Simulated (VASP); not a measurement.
# MnSi (P2_13) in VASP: a series of runs

Runs on MnSi. Level: PBE. Tasks: single point, relaxation of cell and atoms.

Program: VASP 6.6.1. These are calculated values, not measurements. Logs are shortened: lines on timing, memory, paths and dates and some standing lists are left out, and cuts for length are marked.

## (1) Starting point

Symmetry: P2_13, No. 198, cubic system. The conventional cell has a = 4.548 Å, b = 4.548 Å, c = 4.548 Å, α = 90.00°, β = 90.00°, γ = 90.00°. Mn (site symmetry 3) is surrounded by 7 Si at 2.30 to 2.53 Å. Si (site symmetry 3) has 7 Mn at 2.30 to 2.53 Å as nearest neighbours.

## (2) Single point, PBE, collinear spin, ferromagnetic start

The input, INCAR:

```
ALGO = Normal ; AMIX = 0.2
AMIX_MAG = 0.8 ; BMIX = 1E-4
BMIX_MAG = 1E-4 ; EDIFF = 1E-6
ENCUT = 600 ; GGA = PE
ISIF = 2 ; ISMEAR = 1
ISPIN = 2 ; KPAR = 4
LASPH = T ; LCHARG = F
LMAXMIX = 4 ; LORBIT = 11
LREAL = F ; LWAVE = F
MAGMOM = 3.5 3.5 3.5 3.5 0 0 0 0 ; NELM = 150
PREC = Accurate ; SIGMA = 0.1
```

The input, KPOINTS:

```
k-points
0
Gamma
  8 8 8
```

The input, POSCAR:

```
MnSi
1.0
    4.5480000000      0.0000000000      0.0000000000
    0.0000000000      4.5480000000      0.0000000000
    0.0000000000      0.0000000000      4.5480000000
Mn Si
4 4
Direct
    0.1380000000      0.1380000000      0.1380000000
    0.3620000000      0.8620000000      0.6380000000
    0.6380000000      0.3620000000      0.8620000000
    0.8620000000      0.6380000000      0.3620000000
    0.8460000000      0.8460000000      0.8460000000
    0.6540000000      0.1540000000      0.3460000000
    0.3460000000      0.6540000000      0.1540000000
    0.1540000000      0.3460000000      0.6540000000
```

Potentials or basis: VASP PAW PBE potentials, release 64 (Mn_pv, Si).

The run is started by

```console
> cat potpaw_PBE.64/Mn_pv/POTCAR potpaw_PBE.64/Si/POTCAR > POTCAR
> mpirun -np 4 vasp_std > vasp.out
```

OUTCAR:

```text
AMIX = 0.2
   AMIX_MAG = 0.8
   EDIFF = 1E-6
   ENCUT = 600
   GGA = PE
   ISIF = 2
   ISMEAR = 1
   ISPIN = 2
   LASPH = T
   LORBIT = 11
   LREAL = F
   NELM = 150
   PREC = Accurate

 ion  position               nearest neighbor table
   1  0.138  0.138  0.138-   5 2.30   6 2.40   7 2.40   8 2.40   7 2.53   8 2.53   6 2.53   3 2.79
                             4 2.79   2 2.79   2 2.79   4 2.79   3 2.79
   2  0.362  0.862  0.638-   6 2.30   5 2.40   7 2.40   8 2.40   7 2.53   8 2.53   5 2.53   1 2.79
                             1 2.79   3 2.79   3 2.79   4 2.79   4 2.79
   3  0.638  0.362  0.862-   7 2.30   6 2.40   5 2.40   8 2.40   8 2.53   6 2.53   5 2.53   1 2.79
                             4 2.79   2 2.79   2 2.79   4 2.79   1 2.79
   4  0.862  0.638  0.362-   8 2.30   6 2.40   7 2.40   5 2.40   6 2.53   5 2.53   7 2.53   1 2.79
                             3 2.79   2 2.79   1 2.79   2 2.79   3 2.79
   5  0.846  0.846  0.846-   1 2.30   2 2.40   3 2.40   4 2.40   3 2.53   4 2.53   2 2.53   6 2.81
                             7 2.81   8 2.81   6 2.81   8 2.81   7 2.81
   6  0.654  0.154  0.346-   2 2.30   1 2.40   3 2.40   4 2.40   3 2.53   4 2.53   1 2.53   8 2.81
                             5 2.81   5 2.81   7 2.81   7 2.81   8 2.81
   7  0.346  0.654  0.154-   3 2.30   2 2.40   1 2.40   4 2.40   4 2.53   2 2.53   1 2.53   8 2.81
                             5 2.81   8 2.81   6 2.81   6 2.81   5 2.81
   8  0.154  0.346  0.654-   4 2.30   2 2.40   3 2.40   1 2.40   2 2.53   1 2.53   3 2.53   7 2.81
                             5 2.81   7 2.81   5 2.81   6 2.81   6 2.81

  LATTYP: Found a simple cubic cell.
 ALAT       =     4.5480000000

  Lattice vectors:

 A1 = (   4.5480000000,   0.0000000000,   0.0000000000)
 A2 = (   0.0000000000,   4.5480000000,   0.0000000000)
 A3 = (   0.0000000000,   0.0000000000,   4.5480000000)

Analysis of symmetry for initial positions (statically):
=====================================================================
 Subroutine PRICEL returns:
 Original cell was already a primitive cell.

 Routine SETGRP: Setting up the symmetry group for a
 simple cubic supercell.

 Subroutine GETGRP returns: Found 12 space group operations
 (whereof  3 operations were pure point group operations)
 out of a pool of 48 trial point group operations.

The static configuration has the point symmetry C_3 .
 The point group associated with its full space group is T   .

Analysis of symmetry for dynamics (positions and initial velocities):
=====================================================================
 Subroutine PRICEL returns:
 Original cell was already a primitive cell.

 Routine SETGRP: Setting up the symmetry group for a
 simple cubic supercell.

 Subroutine GETGRP returns: Found 12 space group operations
 (whereof  3 operations were pure point group operations)
 out of a pool of 48 trial point group operations.

The dynamic configuration has the point symmetry C_3 .
 The point group associated with its full space group is T   .

Analysis of structural, dynamic, and magnetic symmetry:
=====================================================================
 Subroutine PRICEL returns:
 Original cell was already a primitive cell.

 Routine SETGRP: Setting up the symmetry group for a
 simple cubic supercell.

 Subroutine GETGRP returns: Found 12 space group operations
 (whereof  3 operations were pure point group operations)
 out of a pool of 48 trial point group operations.

The overall configuration has the point symmetry C_3 .
 The point group associated with its full space group is T   .

 Subroutine INISYM returns: Found 12 space group operations
 (whereof  3 operations are pure point group operations),
 and found     1 'primitive' translations

----------------------------------------------------------------------------------------

                                     Primitive cell

  volume of cell :      94.0722

  direct lattice vectors                    reciprocal lattice vectors
     4.548000000  0.000000000  0.000000000     0.219876869  0.000000000  0.000000000
     0.000000000  4.548000000  0.000000000     0.000000000  0.219876869  0.000000000
     0.000000000  0.000000000  4.548000000     0.000000000  0.000000000  0.219876869

  length of vectors
     4.548000000  4.548000000  4.548000000     0.219876869  0.219876869  0.219876869

  position of ions in fractional coordinates (direct lattice)
     0.138000000  0.138000000  0.138000000
[... 82 lines left out ...]
   ISTART =      0    job   : 0-new  1-cont  2-samecut
   ICHARG =      2    charge: 1-file 2-atom 10-const
   ISPIN  =      2    spin polarized calculation?
   LNONCOLLINEAR =      F non collinear calculations
   LSORBIT =      F    spin-orbit coupling
   LASPH  =      T    aspherical Exc in radial PAW
   ENCUT  =  600.0 eV  44.10 Ry    6.64 a.u.   9.08  9.08  9.08*2*pi/ulx,y,z
   NELM   =    150;   NELMIN=  2; NELMDL= -5     # of ELM steps
   EDIFF  = 0.1E-05   stopping-criterion for ELM
   LREAL  =      F    real-space projection
   EDIFFG = 0.1E-04   stopping-criterion for IOM
   NSW    =      0    number of steps for IOM
   IBRION =     -1    ionic relax: 0-MD 1-quasi-New 2-CG
   NFREE  =      0    steps in history (QN), initial steepest desc. (CG)
   ISIF   =      2    stress and relaxation
   ISYM   =      2    0-nonsym 1-usesym 2-fastsym
   POTIM  = 0.5000    time-step for ionic-motion
   TEBEG  =    0.0;   TEEND  =   0.0 temperature during run
   PSTRESS=    0.0 pullay stress
   NELECT =      68.0000    total number of electrons
   NUPDOWN=      -1.0000    fix difference up-down
   EMIN   =  10.00;   EMAX   =-10.00  energy-range for DOS
   EFERMI =   0.00;   METHOD = LEGACY
   ISMEAR =     1;   SIGMA  =   0.10  broadening in eV -4-tet -1-fermi 0-gaus
   EFERMI_NEDOS =   21; number of points for ismear=-14 and -15
   IALGO  =     38    algorithm
   IMIX   =      4    mixing-type and parameters
     AMIX     =   0.20;   BMIX     =  0.00
     AMIX_MAG =   0.80;   BMIX_MAG =  0.00
  volume/ion in A,a.u.               =      11.76        79.35
  Fermi-wavevector in a.u.,A,eV,Ry     =   1.469233  2.776448 29.370157  2.158646
  Thomas-Fermi vector in A             =   2.584635
   LORBIT       =     11    0 simple, 1 ext, 2 COOP (PROOUT), +10 PAW based schemes
   GGA     = PE    functional components
   LHFCALC =     F    Hartree Fock is set to
   AEXX    =    0.0000 exact exchange contribution
   IVDW    =     0    specifies the selected vdW correction
   LEPSILON=     F    determine dielectric tensor
   LRPA    =     F    only Hartree local field effects (RPA)
 spin polarized calculation
 Methfessel and Paxton  Order N= 1 SIGMA  =   0.10
  energy-cutoff  :      600.00
  volume of cell :       94.07
 maximum number of plane-waves:      3178
   NGX = 19   NGY = 19   NGZ = 19

 number of electron      68.0000000 magnetization      14.0000000

 number of electron      68.0000085 magnetization       4.0043700

 Free energy of the ion-electron system (eV)
  ---------------------------------------------------
  ext. energy  EPLUGINS =         0.00000000
  ---------------------------------------------------
  free energy    TOTEN  =       -61.39907286 eV

  energy without entropy =      -61.40334683  energy(sigma->0) =      -61.40049752

 E-fermi :  10.8753     XC(G=0): -12.7221

 val. band max:       10.8699628864   @ k =   0.5000   0.3750   0.3750
 cond. band min:      10.9256547201   @ k =   0.3750   0.3750   0.0000
 fundamental gap:      0.0556918337
 Fermi energy:        10.8753003720

 spin component 1

 k-point     1 :       0.0000    0.0000    0.0000
  band No.  band energies     occupation
      1     -37.5441      1.00000
      2     -37.5441      1.00000
      3     -37.5441      1.00000
      4     -37.4763      1.00000
      5     -37.4763      1.00000
      6     -37.4699      1.00000
[... 1165 lines left out ...]
     45      14.8992      0.00000
     46      15.6880      0.00000

 [... further k-points ...]

 spin component 2

 k-point     1 :       0.0000    0.0000    0.0000
  band No.  band energies     occupation
      1     -36.5185      1.00000
      2     -36.5185      1.00000
      3     -36.5185      1.00000
      4     -36.4387      1.00000
      5     -36.2974      1.00000
      6     -36.2974      1.00000
[... 1165 lines left out ...]
     45      15.3811      0.00000
     46      16.0412      0.00000

 [... further k-points ...]

 [bands above 46 left out]

------------------------ aborting loop because EDIFF is reached ----------------------------------------

  FORCE on cell =-STRESS in cart. coord.  units (eV):
  Direction    XX          YY          ZZ          XY          YZ          ZX
  --------------------------------------------------------------------------------------
  -------------------------------------------------------------------------------------
  Total       -2.6224157     -2.6224157     -2.6224157      0.0000000      0.0000000      0.0000000
  in kB      -44.6632938    -44.6632938    -44.6632938      0.0000000      0.0000000      0.0000000
  external PRESSURE =     -44.6632938 kB  Pullay stress =       0.0000000 kB

 VOLUME and BASIS-vectors are now :
 -----------------------------------------------------------------------------
  energy-cutoff  :      600.00
  volume of cell :       94.07
      direct lattice vectors                 reciprocal lattice vectors
     4.548000000  0.000000000  0.000000000     0.219876869  0.000000000  0.000000000
     0.000000000  4.548000000  0.000000000     0.000000000  0.219876869  0.000000000
     0.000000000  0.000000000  4.548000000     0.000000000  0.000000000  0.219876869

 POSITION                                       TOTAL-FORCE (eV/Angst)
 -----------------------------------------------------------------------------------
      0.62762      0.62762      0.62762        -0.141327     -0.141327     -0.141327
      1.64638      3.92038      2.90162         0.141327      0.141327     -0.141327
      2.90162      1.64638      3.92038        -0.141327      0.141327      0.141327
      3.92038      2.90162      1.64638         0.141327     -0.141327      0.141327
      3.84761      3.84761      3.84761        -0.055645     -0.055645     -0.055645
      2.97439      0.70039      1.57361         0.055645      0.055645     -0.055645
      1.57361      2.97439      0.70039        -0.055645      0.055645      0.055645
      0.70039      1.57361      2.97439         0.055645     -0.055645      0.055645
 -----------------------------------------------------------------------------------
    total drift:                               -0.000001     -0.000000      0.000000

  FREE ENERGIE OF THE ION-ELECTRON SYSTEM (eV)
  ---------------------------------------------------
  free  energy   TOTEN  =       -61.3990728574 eV

  energy  without entropy=      -61.4033468330  energy(sigma->0) =      -61.40049752

 total charge

# of ion       s       p       d       tot
------------------------------------------
    1        0.326   6.374   5.268  11.968
    2        0.326   6.374   5.268  11.968
    3        0.326   6.374   5.268  11.968
    4        0.326   6.374   5.268  11.968
    5        0.742   0.892   0.000   1.634
    6        0.742   0.892   0.000   1.634
    7        0.742   0.892   0.000   1.634
    8        0.742   0.892   0.000   1.634
--------------------------------------------------
tot          4.274  29.062  21.074  54.409

 magnetization (x)

# of ion       s       p       d       tot
------------------------------------------
    1        0.001   0.007   1.059   1.067
    2        0.001   0.007   1.059   1.067
    3        0.001   0.007   1.059   1.067
    4        0.001   0.007   1.059   1.067
    5       -0.014  -0.038   0.000  -0.051
    6       -0.014  -0.038   0.000  -0.051
    7       -0.014  -0.038   0.000  -0.051
    8       -0.014  -0.038   0.000  -0.051
--------------------------------------------------
tot         -0.051  -0.124   4.238   4.063
```

It took 2.8 min on 4 MPI ranks of Intel Xeon Platinum 8259CL at 2.50GHz (Skylake/Cascade Lake), shared host; peak memory 0.46 GiB.

What came out:

```yaml
Free_energy: -61.3991 eV
Pressure: -4.5 GPa
Largest_force: 0.245 eV/Å
Band_gap_on_the_k_mesh: none (metal or under the smearing width)
Net_moment: 4.00 μB per cell
Site_moments: Mn +1.07; Si -0.05 μB
Valence_electrons_inside_the_program's_atomic_spheres: Mn 11.97; Si 1.63
```

Forces on the atoms (eV/Å):
```
Mn  -0.141 -0.141 -0.141
Mn   0.141  0.141 -0.141
Mn  -0.141  0.141  0.141
Mn   0.141 -0.141  0.141
Si  -0.056 -0.056 -0.056
Si   0.056  0.056 -0.056
Si  -0.056  0.056  0.056
Si   0.056 -0.056  0.056
```

Levels at points of the mesh, in eV from the Fermi level:
Spin up:
| k point | band 34 | band 35 | band 36 | band 37 | band 38 | band 39 |
| --- | --- | --- | --- | --- | --- | --- |
| (0.00, 0.00, 0.00) | -0.40 | -0.35 | -0.35 | 0.71 | 0.71 | 0.71 |
| (0.50, 0.00, 0.00) | -0.64 | -0.16 | -0.16 | 0.25 | 0.25 | 1.75 |
| (0.50, 0.50, 0.00) | -1.04 | -0.60 | -0.60 | 0.70 | 0.70 | 1.24 |
| (0.50, 0.50, 0.50) | -0.72 | -0.72 | -0.72 | 0.55 | 0.55 | 0.55 |
Spin down:
```tsv
k point	band 28	band 29	band 30	band 31	band 32	band 33	band 34	band 35	band 36	band 37
(0.00, 0.00, 0.00)	-1.82	-1.38	-1.38	-1.38	0.66	0.66	0.67	0.98	0.98	1.52
(0.50, 0.00, 0.00)	-1.77	-1.14	-1.14	-0.40	-0.40	0.60	0.60	0.89	0.89	1.03
(0.50, 0.50, 0.00)	-0.95	-0.58	-0.58	-0.48	-0.48	-0.25	-0.25	0.61	0.61	1.41
(0.50, 0.50, 0.50)	-1.81	0.09	0.09	0.09	0.09	0.24	0.24	0.24	0.24	1.23
```

[end of part 1 of 2]
